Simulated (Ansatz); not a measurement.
# V (P6_3/mmc) in Ansatz: equation of state, part 2 of 2

Ansatz 0.2.0. Earlier steps stand in the parts before.

## Step 4: Single point, PBEsol, collinear spin, ferromagnetic start, 13.59 Å³/atom (volume scaled by 0.98)

File input.yaml:

```yaml
crystal:
  lattice:
    - [2.5868150921, 0.0, 0.0]
    - [-1.293407546, 2.2402475846, 0.0]
    - [0.0, 0.0, 4.6916348032]
  atoms:
    - { symbol: V, position: [0.3333333333, 0.6666666667, 0.25], spin: 2.0 }
    - { symbol: V, position: [0.6666666667, 0.3333333333, 0.75], spin: 2.0 }
hamiltonian:
  xc: pbesol
  pseudopotentials: { kind: paw }
magnetization:
  spin_polarized: true
kpoints:
  mp_grid: { grid: [12, 12, 6] }
scf:
  occupations: { method: fermi_dirac, width: 0.05 }
output:
  forces: true
  stress: true
  eigenvalues: true
```

Started as:

```bash
ansatz run input.yaml --threads 2 --pin off --max-ram 5632MiB --backend cpu --events-out ev --progress --plain --runs-dir out
```

Run time: 3 s. Hardware: 2 threads of Arm Neoverse V2, shared host; peak memory 0.36 GiB.

It converged, with:

| Property | Result |
| --- | --- |
| Free energy | -5770.0536 eV |
| Pressure | -3.9 GPa |
| Band gap on the k mesh | none (metal or under the smearing width) |
| Net moment | 0.00 μB per cell |
| Absolute moment | 0.00 μB per cell |

Caveat: the PAW data sets come from PBE, with cores solved anew for the run's functional, which leaves a small shift of forces and pressure; the starting moments weren't kept.

## Step 5: Single point, PBEsol, collinear spin, ferromagnetic start, 13.87 Å³/atom

input.yaml: that of step 4 with these lines changed.

```diff
@@ -2,5 +2,5 @@
   lattice:
-    - [2.5868150921, 0.0, 0.0]
-    - [-1.293407546, 2.2402475846, 0.0]
-    - [0.0, 0.0, 4.6916348032]
+    - [2.6042941027, 0.0, 0.0]
+    - [-1.3021470513, 2.2553848518, 0.0]
+    - [0.0, 0.0, 4.723336]
   atoms:
```

Potentials or basis: Ansatz PAW.

Started as:

```bash
ansatz run input.yaml --threads 2 --pin off --max-ram 5632MiB --backend cpu --events-out ev --progress --plain --runs-dir out
```

The log of the run:

```text
Warning: RAYON_NUM_THREADS=2 ignored (pool sized by the plan → 2); use --threads N
Engine: ansatz 0.2.0, aarch64-unknown-linux-gnu
Pseudopotentials: kind: paw
Pseudopotential: V, paw, valence charge 13, recommended cutoff 420 eV (normal), V.paw.azcp
Functional definition: PBEsol
  exchange = pbesol_x
  correlation = pbesol_c
Crystal: 2 atoms, lattice volume = 27.743 Å³
Basis set: ecut = 420 eV, 561 PW (Γ), exchange–correlation on 36×36×64 points (8 copies of the dense FFT grid, shifted against one another)
Bands: 19, of which v1, the nominal top of the filled ones, is band 13 counted from 1 (12 counted from 0)
Symmetry: 24 space group operations
Space group: P63/mmc (ITA 194), of the structure as read, at distance tolerance 3.0e-5 Å
Magnetic group: BNS 194.263 (UNI 1493), of the structure as read, at distance tolerance 3.0e-5 Å
k-points: 76 of 864
Non-local potential: V, projectors of the file, l = 0: 3, l = 1: 2, l = 2: 3, l = 3: 1
PAW form: soft (Blöchl's): semilocal exchange-correlation on the pseudo side does not see the compensation charge
PAW frozen core: V, regenerated for the run's functional, and the local potential with it (the file was generated under x = pbe(κ = 0.804, μ = 0.2195149727645171), c = pbe(β = 0.06672455060314922))
PAW one-centre angular grid: V, 590 points (default); XC on 64 Gauss nodes
Initial density: superposition of atomic densities (chi_scale 0.1, normalization cell)
Starting moments: Σ|m| = 4 μB on 2 of 2 sites
Initial wavefunctions: pseudopotential atomic-orbital guess
Functional: x = pbesol(κ = 0.804, μ = 0.12345679012345678), c = pbesol(β = 0.046)
SCF iter   1: F=—  HF=-5771.647082 eV  |F-HF|=—  |Δ(HF+E_count)|=         —  Δρ=1.56e-1 (↑1.56e-1 ↓7.76e-2)  dr2=2.27e0  dr2_m=3.28e0  M=1.006 μB ∫|m|=1.007 μB  β_m=0.30  ethr=3.10e-3  ⟨swp⟩=3.7  Hψ=10550  notcnv=0
Mixer restart at iter 1: flushing history
preconditioner: auto → none  [metal: Δε(μ)=0.004 eV  Ē_g=4.793 eV  σ=0.050 eV  W_gap=0.02  n_scr=4 (ndim 8)  ℏωp=22.3 eV  f_vac=0.000  D(μ)=3.17/eV (n_scr^D=36)  sad-step TF]
SCF iter   2: F=—  HF=-5770.173307 eV  |F-HF|=—  |Δ(HF+E_count)|=    1.47e0  Δρ=1.04e-1 (↑1.04e-1 ↓6.46e-2)  dr2=6.85e-1  dr2_m=1.73e0  M=0.906 μB ∫|m|=0.906 μB  β_m=0.61  ethr=3.10e-3  ⟨swp⟩=2.8  Hψ=6037  notcnv=0  defer=65
SCF iter   3: F=—  HF=-5770.042617 eV  |F-HF|=—  |Δ(HF+E_count)|=   1.31e-1  Δρ=3.18e-2 (↑3.18e-2 ↓1.57e-2)  dr2=8.99e-2  dr2_m=1.36e-1  M=0.351 μB ∫|m|=0.352 μB  β_m=0.63  ethr=2.63e-3  ⟨swp⟩=2.0  Hψ=3984  notcnv=0  defer=65
SCF iter   4: F=—  HF=-5770.037675 eV  |F-HF|=—  |Δ(HF+E_count)|=   4.94e-3  Δρ=5.40e-3 (↑2.94e-3 ↓5.40e-3)  dr2=3.37e-3  dr2_m=3.80e-3  M=0.089 μB ∫|m|=0.090 μB  β_m=0.82  ethr=3.46e-4  ⟨swp⟩=2.9  Hψ=6064  notcnv=0  defer=44
[... 11 lines left out ...]
SCF converged after 11 iterations
Magnetization: -0.0000 μB (13.0000 up, 13.0000 down)
Absolute magnetization: 0.0000 μB (∫|ρ↑−ρ↓|, with the PAW one-centre terms)
Spin contamination: 0.0000 ħ² per cell (⟨S²⟩ above its minimum at these occupations)
Per-site moments (μB) at R_I (Å): [(-1.412704048737545e-6, 1.0742713173484604), (-1.4127040487655748e-6, 1.0742713173484604)]
Free energy (F): -5770.034332 eV
Harris-Foulkes:  -5770.034332 eV  (|F-HF|=1.82e-12)
Internal energy: -5770.008482 eV  (E = F + TS)
E sigma→0 (E₀):  -5770.021407 eV
Entropy (-TS):   -0.025850 eV (-12.925 meV/atom)
Fermi energy:    16.180709 eV
--- Per-component energies (eV) ---
  E_band       = -302.935537
  E_kinetic    = 671.519249
  E_local      = -1842.683382  (includes V_loc(G=0)·N_el)
  E_nonlocal   = -87.378557
  E_hartree    = 839.559628
  E_xc         = -258.366539
  E_vxc        = -328.932779  (∫ρ·V_xc dr)
  E_paw        = -2172.746311  (= ΣΔE_a)
  E_vpaw       = -394.579811  (= ΣTr[D̂ρ^β])
  E_aug_tail   = 0.000517  (compensation charges beyond the density's cutoff)
  E_ewald      = -2920.212446
  E_core_change = 0.299358  (= ΣΔE_core)
  E_smearing   = -0.025850  (= −TS)
  E_closure    = 0.000000  (closes the sum)
  Σ components = -5770.034332   (vs F -5770.034332, Δ=0.00e0)
--- Forces (eV/Å), atoms counted from 1 ---
  atom   1  V      0.00000000    -0.00000000     0.00000000
  atom   2  V      0.00000000     0.00000000    -0.00000000
  max |Σ_I F_I| component: 3.70e-17 eV/Å
--- Stress (GPa, compression-positive) ---
       -7.145677       0.000000      -0.000000
        0.000000      -7.145677       0.000000
       -0.000000       0.000000      -7.349794
  P = ⅓ Tr σ = -7.2137 GPa (-72.137 kbar)
--- Band table (eV; the first three rows and the last of 152) ---
  k-point 0 ↑: bands = ["-47.5763", "-47.4675", "-21.7904", "-21.1464", "-21.0049", "-21.0049", "-20.9470", "-20.9470", "9.3131", "12.7338", "15.6063", "15.9394", "16.5155", "16.5155", "16.8304", "16.8304", "18.0135", "18.0135", "19.0670"]
  k-point 1 ↑: bands = ["-47.5691", "-47.4748", "-21.7485", "-21.1909", "-21.0010", "-21.0010", "-20.9509", "-20.9509", "9.5349", "12.5797", "15.5292", "15.6248", "16.5008", "16.5008", "16.7800", "16.7800", "18.1249", "18.1249", "19.0329"]
  k-point 2 ↑: bands = ["-47.5493", "-47.4949", "-21.6332", "-21.3113", "-20.9904", "-20.9904", "-20.9615", "-20.9615", "10.1642", "12.0066", "15.2094", "15.3398", "16.4964", "16.4964", "16.6637", "16.6637", "18.3910", "18.3910", "18.9117"]
  k-point 75 ↓: bands = ["-47.3359", "-47.3359", "-21.6539", "-21.6539", "-21.5767", "-21.5767", "-21.2375", "-21.2375", "14.5674", "14.5674", "14.6040", "14.6040", "15.5968", "15.5968", "17.1360", "17.1360", "19.0960", "19.0960", "24.2446"]
```

It took 3 s on 2 threads of Arm Neoverse V2, shared host; peak memory 0.36 GiB.

What came out:

```yaml
Free_energy: -5770.0343 eV
Pressure: -7.2 GPa
Band_gap_on_the_k_mesh: none (metal or under the smearing width)
Net_moment: 0.00 μB per cell
Absolute_moment: 0.00 μB per cell
```

Caveat: the PAW data sets come from PBE, with cores solved anew for the run's functional, which leaves a small shift of forces and pressure; the starting moments weren't kept.

## Step 6: Single point, PBEsol, collinear spin, ferromagnetic start, 14.15 Å³/atom (volume scaled by 1.02)

input.yaml: that of step 5 with these lines changed.

```diff
@@ -2,5 +2,5 @@
   lattice:
-    - [2.6042941027, 0.0, 0.0]
-    - [-1.3021470513, 2.2553848518, 0.0]
-    - [0.0, 0.0, 4.723336]
+    - [2.6215415862, 0.0, 0.0]
+    - [-1.310770793, 2.2703216106, 0.0]
+    - [0.0, 0.0, 4.7546172825]
   atoms:
```

Potentials or basis: Ansatz PAW.

Started as:

```bash
ansatz run input.yaml --threads 2 --pin off --max-ram 5632MiB --backend cpu --events-out ev --progress --plain --runs-dir out
```

It took 3 s on 2 threads of Arm Neoverse V2, shared host; peak memory 0.36 GiB.

The run converged. Its results:

* Free energy: -5770.0040 eV
* Pressure: -10.2 GPa
* Band gap on the k mesh: none (metal or under the smearing width)
* Net moment: 0.00 μB per cell
* Absolute moment: 0.00 μB per cell

Caveat: the PAW data sets come from PBE, with cores solved anew for the run's functional, which leaves a small shift of forces and pressure; the starting moments weren't kept.

## Step 7: Single point, PBEsol, collinear spin, ferromagnetic start, 14.43 Å³/atom (volume scaled by 1.04)

input.yaml: that of step 6 with these lines changed.

```diff
@@ -2,5 +2,5 @@
   lattice:
-    - [2.6215415862, 0.0, 0.0]
-    - [-1.310770793, 2.2703216106, 0.0]
-    - [0.0, 0.0, 4.7546172825]
+    - [2.6385650605, 0.0, 0.0]
+    - [-1.3192825302, 2.2850643718, 0.0]
+    - [0.0, 0.0, 4.7854922858]
   atoms:
```

Started as:

```bash
ansatz run input.yaml --threads 2 --pin off --max-ram 5632MiB --backend cpu --events-out ev --progress --plain --runs-dir out
```

Wall time 3.1 s (2 threads of Arm Neoverse V2, shared host); peak memory 0.37 GiB.

The run converged. Its results:

```
Free energy            : -5769.9638 eV
Pressure               : -13.0 GPa
Band gap on the k mesh : none (metal or under the smearing width)
Net moment             : 0.00 μB per cell
Absolute moment        : 0.00 μB per cell
```

Caveat: the PAW data sets come from PBE, with cores solved anew for the run's functional, which leaves a small shift of forces and pressure; the starting moments weren't kept.

## Step 8: Single point, PBEsol, collinear spin, ferromagnetic start, 14.70 Å³/atom (volume scaled by 1.06)

input.yaml: that of step 7 with these lines changed.

```diff
@@ -2,5 +2,5 @@
   lattice:
-    - [2.6385650605, 0.0, 0.0]
-    - [-1.3192825302, 2.2850643718, 0.0]
-    - [0.0, 0.0, 4.7854922858]
+    - [2.6553716605, 0.0, 0.0]
+    - [-1.3276858302, 2.2996193144, 0.0]
+    - [0.0, 0.0, 4.8159739502]
   atoms:
```

Started as:

```bash
ansatz run input.yaml --threads 2 --pin off --max-ram 5632MiB --backend cpu --events-out ev --progress --plain --runs-dir out
```

It took 3.3 s on 2 threads of Arm Neoverse V2, shared host; peak memory 0.37 GiB.

It converged, with:

```yaml
Free_energy: -5769.9145 eV
Pressure: -15.4 GPa
Band_gap_on_the_k_mesh: none (metal or under the smearing width)
Net_moment: 0.00 μB per cell
Absolute_moment: 0.00 μB per cell
```

Caveat: the PAW data sets come from PBE, with cores solved anew for the run's functional, which leaves a small shift of forces and pressure; the starting moments weren't kept.

## Step 9: Equation of state, PBEsol, collinear spin, ferromagnetic start

Potentials or basis: Ansatz PAW.

This step only gathers the single runs of the series.

Results:

```
Equilibrium volume                        : 13.31 Å³/atom
Bulk modulus at fixed shape and positions : 188 GPa
Pressure derivative of the bulk modulus   : 4.0
```

Energy against volume, from the lowest point:
| volume (Å³/atom) | energy (meV/atom) |
| --- | --- |
| 13.039 | 3.24 |
| 13.317 | 0.00 |
| 13.594 | 3.53 |
| 13.872 | 13.17 |
| 14.149 | 28.33 |
| 14.427 | 48.46 |
| 14.704 | 73.08 |

Caveat: the cell was scaled at fixed shape and fractional positions, which overstates the stiffness of a crystal with free parameters, most of all of layers and chains.
